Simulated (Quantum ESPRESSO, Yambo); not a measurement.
# Quasiparticle gap of BeS (F-43m) in Yambo, part 3 of 3

Aim: the G0W0 gap of BeS (F-43m) on PBE, step by step.

Quantum ESPRESSO 7.5 and Yambo 5.3.0; PBE and many-body steps on it, plane waves. Known limits of the many-body steps: not at the basis limit; coarse k mesh.

So far. Step 3 (Bands along the symmetry lines): The gap is 3.114 eV, as in the run before at this level. Step 4 (Empty states on the mesh, 4×4×4 mesh, 123 bands): On this mesh the gap is 3.114 eV.

The database entry behind the starting cell differs from later determinations by our own check (0.1 to 0.3 % short, probably kX units), so it need not match the best structure at ambient conditions.

### 6. Screening and self-energy, 4×4×4 mesh, 123 bands, screening to 210.9 eV

Now the one-shot GW correction: screening in the RPA, then the self-energy of the levels asked for.

This step: G0W0 on PBE, plane waves, norm-conserving pseudopotentials.

gw1.in reads:

```
HF_and_locXC
gw0
dyson
ppa
em1d
rim_cut
RandQpts= 1000000
RandGvec= 1 RL
EXXRLvcs= 76 Ry
VXCRLvcs= 304 Ry
Chimod= "HARTREE"
% BndsRnXp
 1 | 123 |
%
NGsBlkXp= 15.5 Ry
% LongDrXp
 1 | 1 | 1 |
%
% GbndRnge
 1 | 123 |
%
DysSolver= "n"
ExtendOut
PPAPntXp= 27.21138 eV
% QPkrange
 1 | 8 | 3 | 9 |
%
```

On the command line:

```bash
> OMP_NUM_THREADS=1 mpirun -n 4 yambo -F gw1.in -J gw1 -C gw1 > gw1.log
```

Output:

```text
 Yambo, version 5.3.0

 [02] CORE Variables Setup
 =========================

  [... cell, symmetries and grids as in the set-up ...]

  [02.05] Energies & Occupations
  ==============================

  [X] === General ===
  [X] Electronic Temperature                        :  0.000000  0.000000 [eV K]
  [X] Bosonic    Temperature                        :  0.000000  0.000000 [eV K]
  [X] Finite Temperature mode                       : no
  [X] El. density                                   :  0.35062E+24 [cm-3]
  [X] Fermi Level                                   :  5.534678 [eV]

  [X] === Gaps and Widths ===
  [X] Conduction Band Min                           :  3.113503 [eV]
  [X] Valence Band Max                              :  0.000000 [eV]
  [X] Filled Bands                                  :   5
  [X] Empty Bands                                   :    6  123
  [X] Direct Gap                                    :  5.663887 [eV]
  [X] Direct Gap localized at k                     :  1
  [X] Indirect Gap                                  :  3.113503 [eV]
  [X] Indirect Gap between kpts                     :   1   7
  [X] Last valence band width                       :  3.342134 [eV]
  [X] 1st conduction band width                     :  3.347865 [eV]

 [03] Transferred momenta grid and indexing
 ==========================================

 IBZ Q-points                                      :   8
 BZ  Q-points                                      :   64

 K/Q-points units:
 rlu = crystal or reduced units; cc = cartesian coordinates; iku = interal k-units

 Q [1]          [rlu]:  0.000000  0.000000  0.000000
 Q [2]          [rlu]:  0.45359E-17  0.45359E-17  0.25000
 Q [3]          [rlu]: -0.90717E-17 -0.90717E-17 -0.50000
 Q [4]          [rlu]:  0.24110E-16  0.25000      0.25000
 Q [5]          [rlu]:  0.28851E-16  0.25000      0.50000
 Q [6]          [rlu]: -0.90717E-17  0.25000     -0.25000
 Q [7]          [rlu]: -0.48221E-16 -0.50000     -0.50000
 Q [8]          [rlu]:  0.250000 -0.500000 -0.250000

 [04] Coloumb potential Random Integration (RIM)
 ===============================================

  [04.01] RIM initialization
  ==========================

  * Diagonal components only detected *

  8 x (sBL volume)        :  0.161097 [a.u.]
  sBZ random points       :  1000000
  Points outside the sBZ  :   7968281
  RL volume               :  1.288777 [a.u.]
  Integrated volume       :  1.293907 [a.u.]

  [04.02] RIM integrals
  =====================

  Gamma point sphere radius             :  0.098699 [a.u.]
  Points outside the sphere             :   800476
  [Int_sBZ(q=0) 1/q^2]*(Vol_sBZ)^(-1/3) =:  7.776341
                                 should be <:  7.795600

  Summary of Coulomb integrals for non-metallic bands |Q|[au] RIM/Bare

  Q [1] 0.100000E-4 0.997530 * Q [2] 0.296852 1.068862
  Q [4] 0.342775 1.067204 * Q [6] 0.484757 1.029264
  Q [5] 0.568428 1.022872 * Q [3] 0.593704 1.020326
  Q [7] 0.685550 1.017560 * Q [8] 0.766468 1.014592

 [05] Dipoles
 ============

  [05.01] Setup: observables and procedures
  =========================================

 [06] Dynamic Dielectric Matrix (PPA)
 ====================================

 [WR./gw1//ndb.pp]---------------------------------------------------------------
  Brillouin Zone Q/K grids (IBZ/BZ)                :    8   64    8   64
  RL vectors                                       :  2733 [WF]
  Coulomb cutoff potential                         : none
  Electronic Temperature                           :  0.000000 [K]
  Bosonic    Temperature                           :  0.000000 [K]
  PPA    diel. fun.  energies                      : Perdew, Burke & Ernzerhof(X)+Perdew, Burke & Ernzerhof(C)
  wavefunctions                                    : Perdew, Burke & Ernzerhof(X)+Perdew, Burke & Ernzerhof(C)
  Global Gauge                                     : length
  X matrix size                                    :  229
  X band range                                     :    1  123
  X e/h energy range                               : -1.000000 -1.000000 [eV]
  X Time ordering                                  : R
  X Hxc Kernel                                     : HARTREE
  X Drude frequency                                :  0.000000  0.000000
  X poles                                          :  100.0000 [o/o]
  RL vectors in the sum                            :  2733
  [r,Vnl] included                                 : yes
  Field direction                                  :  0.577350E-5  0.577350E-5  0.577350E-5
  BZ energy Double Grid                            : no
  BZ energy DbGd points                            : 0
  BZ Q point size factor                           : -1.000000
  X Optical Averaged directions                    : none

 [07] Local Exchange-Correlation + Non-Local Fock
 ================================================

 [VXC] Plane waves :  17153
 [EXS] Plane waves :  2133

 QP @ state[ 1 ] K range:   1   8
 QP @ state[ 1 ] b range:   3   9

 [xc] Functional : Perdew, Burke & Ernzerhof(X)+Perdew, Burke & Ernzerhof(C)
 [xc] LIBXC used to calculate xc functional
  PP Number of Atomic Species                      :  2
  NLCC RL compoments                               :  17153
  PP Number of Atomic Species                      :  2
  NLCC RL compoments                               :  17153

 [xc] E_xc :  -4.727372 [Ha]
      E_xc :  -9.454744 [Ry]

  Local XC kind (lXC) : Perdew, Burke & Ernzerhof(X)+Perdew, Burke & Ernzerhof(C)
  Non-Local XC kind (nlXC) : Hartree-Fock

  Corrections @ K [1] :  [eV]
 <3|nlXC|3> = -16.60863  0.22931E-16 <3|lXC|3> = -13.73352  0.18882E-15
 <4|nlXC|4> = -16.60862 -0.19422E-16 <4|lXC|4> = -13.73352 -0.28323E-15
 <5|nlXC|5> = -16.60859 -0.26061E-18 <5|lXC|5> = -13.73352  0.18881E-15
 <6|nlXC|6> = -5.811621  0.18246E-17 <6|lXC|6> = -11.06320  0.94453E-16
 <7|nlXC|7> = -5.811591 -0.21074E-17 <7|lXC|7> = -11.06320  0.32049E-19
 <8|nlXC|8> = -5.811467  0.37298E-17 <8|lXC|8> = -11.06320  0.94483E-16
 <9|nlXC|9> = -5.613375 -0.44164E-17 <9|lXC|9> = -10.81005 -0.47196E-16

  Corrections @ K [2] :  [eV]
 <3|nlXC|3> = -16.28577 -0.66960E-17 <3|lXC|3> = -12.35924  0.37765E-15
 <4|nlXC|4> = -16.45170 -0.23845E-16 <4|lXC|4> = -13.43395  0.43418E-20
 <5|nlXC|5> = -16.45175  0.13005E-16 <5|lXC|5> = -13.43395  0.28326E-15
[...]
Corrections @ K [3] :  [eV]
[...]
Corrections @ K [4] :  [eV]
[...]
Corrections @ K [5] :  [eV]
[...]
[... 2 further k-points ...]
  Corrections @ K [8] :  [eV]
[...]
<5|nlXC|5> = -15.63854 -0.19399E-16 <5|lXC|5> = -11.87731 -0.59133E-17
 <6|nlXC|6> = -5.825916  0.32250E-17 <6|lXC|6> = -10.56333 -0.94408E-16
 <7|nlXC|7> = -5.064138 -0.13512E-18 <7|lXC|7> = -10.48048  0.23604E-16
 <8|nlXC|8> = -4.702288  0.14248E-17 <8|lXC|8> = -10.72885  0.50969E-19
 <9|nlXC|9> = -6.266360 -0.28313E-17 <9|lXC|9> = -12.41703  0.23634E-16

  [07.01] Hartree-Fock occupations report
  =======================================

  [Hartree-Fock] === General ===
  [Hartree-Fock] Electronic Temperature             :  0.000000  0.000000 [eV K]
  [Hartree-Fock] Bosonic    Temperature             :  0.000000  0.000000 [eV K]
  [Hartree-Fock] Finite Temperature mode            : no
  [Hartree-Fock] El. density                        :  0.35062E+24 [cm-3]
  [Hartree-Fock] Fermi Level                        :  5.534678 [eV]

  [Hartree-Fock] === Gaps and Widths ===
  [Hartree-Fock] Conduction Band Min                :  7.362928 [eV]
  [Hartree-Fock] Valence Band Max                   : -2.875073 [eV]
  [Hartree-Fock] Filled Bands                       :   5
  [Hartree-Fock] Empty Bands                        :    6  123
  [Hartree-Fock] Direct Gap                         :  13.77613 [eV]
  [Hartree-Fock] Direct Gap localized at k          :   7
  [Hartree-Fock] Indirect Gap                       :  10.23800 [eV]
  [Hartree-Fock] Indirect Gap between kpts          :   1   7
  [Hartree-Fock] Last valence band width            :  4.228287 [eV]
  [Hartree-Fock] 1st conduction band width          :  3.835849 [eV]

 [08] Dyson equation: Newton solver
 ==================================

  [08.01] G0W0 (W PPA)
  ====================

  [  GW  ] Bands range     :    1  123
  [GW/PPA] G damping       :  0.100000 [eV]

  QP @ state[ 1 ] K range:   1   8
  QP @ state[ 1 ] b range:   3   9

   Sc/G bands                                       :    1  123
   Sc/G damping                                     :  0.100000 ev
   Sc bands terminator                              : no
   Sx RL components                                 :  2133

   QP @ state[ 1 ] K range                          :   1   8
   QP @ state[ 1 ] b range                          :   3   9
   GF energies kind                                 : Perdew, Burke & Ernzerhof(X)+Perdew, Burke & Ernzerhof(C)
   GF WF`s kind                                     : Perdew, Burke & Ernzerhof(X)+Perdew, Burke & Ernzerhof(C)
   Xs energies kind                                 : Perdew, Burke & Ernzerhof(X)+Perdew, Burke & Ernzerhof(C)
   Xs WF`s kind                                     : Perdew, Burke & Ernzerhof(X)+Perdew, Burke & Ernzerhof(C)

 [11] Game Over & Game summary
```

It took 3.8 min on 4 MPI ranks of Arm Neoverse V1, shared host; peak memory 1.3 GiB; 15 min of CPU time.

Numbers from this step:

- G0W0 gap on the mesh: 4.586 eV
- starting gap on the mesh: 3.114 eV
- k of the valence top: 0, 0, 0
- k of the conduction bottom: 0, -0.5, -0.5
- least direct G0W0 gap on the computed points: 7.347 eV
- Z at the valence top: 0.7974
- Z at the conduction bottom: 0.8280

The gap on the mesh goes from 3.11 eV to 4.59 eV, a correction of +1.47 eV.

Limits: finite bands, cutoff and mesh; coarse k mesh. v1 is the top filled band, c1 the lowest empty one. The levels before and after the correction (eV, zero at the valence-band top of each column):

```tsv
	conduction bottom	valence top
Kohn-Sham	3.11	0.00
G0W0	4.59	0.00
```

```tsv
	level	energy (eV)
Kohn-Sham	Γ v3-v1	0.000
Kohn-Sham	Γ c1-c3	5.664
Kohn-Sham	Γ c4	5.890
Kohn-Sham	(0 -0.5 -0.5) v3	-5.011
Kohn-Sham	(0 -0.5 -0.5) v2-v1	-2.638
Kohn-Sham	(0 -0.5 -0.5) c1	3.114
Kohn-Sham	(0 -0.5 -0.5) c2	4.918
Kohn-Sham	(0 -0.5 -0.5) c3-c4	12.740
G0W0	Γ v3-v1	0.000
G0W0	Γ c1-c3	7.553
G0W0	Γ c4	7.439
G0W0	(0 -0.5 -0.5) v3	-5.291
G0W0	(0 -0.5 -0.5) v2-v1	-2.762
G0W0	(0 -0.5 -0.5) c1	4.586
G0W0	(0 -0.5 -0.5) c2	6.615
G0W0	(0 -0.5 -0.5) c3-c4	14.800
```

### 7. Where the time went

Times are wall times on the hardware named with each run, good to a factor of about two.

```tsv
step	time	share	memory (GiB)
ground state	3.5 s	1 %	0.2
bands along the symmetry lines	2.8 s	1 %	0.18
empty states on the mesh	5 s	2 %	0.26
conversion and set-up	2.2 s	1 %	0.24
screening and self-energy	3.8 min	94 %	1.3
```

### 8. Outcome

```yaml
pbe_gap: 3.11 eV, indirect
g0w0_gap_on_the_mesh: 4.59 eV
gw_settings: 4×4×4 mesh, 123 bands, screening to 210.9 eV, Godby-Needs plasmon pole
known_limits: not at the basis limit; coarse k mesh
```

What this shows: G0W0 moves the gap on the mesh from 3.11 eV to 4.59 eV (+1.47 eV), with Z of 0.80 and 0.83 at the edges. The dearest step here is «screening and self-energy». Bands and cutoff are finite, so the gap is not at the basis limit. The miss can reach some tenths of an eV and take either sign; the mesh is an error of its own. The 4×4×4 mesh is coarse for this cell, which bears on the long-range parts of exchange and screening.

[Paths, hosts, dates, memory and timing lines, banners, echoed tables and standing remarks are left out of the program output.]

[Logs are printed without paths, hosts, clocks, repeated set-up lines and the standing remarks that a program may print on its own settings, such as how far it seeks lower states.]

[Runs of the session that timed out or met a known fault of the program may be left out.]

[Hosts, paths, dates, database ids (printed as entryN), source tags and the programs' standing remarks are cut or masked in the printed files.]
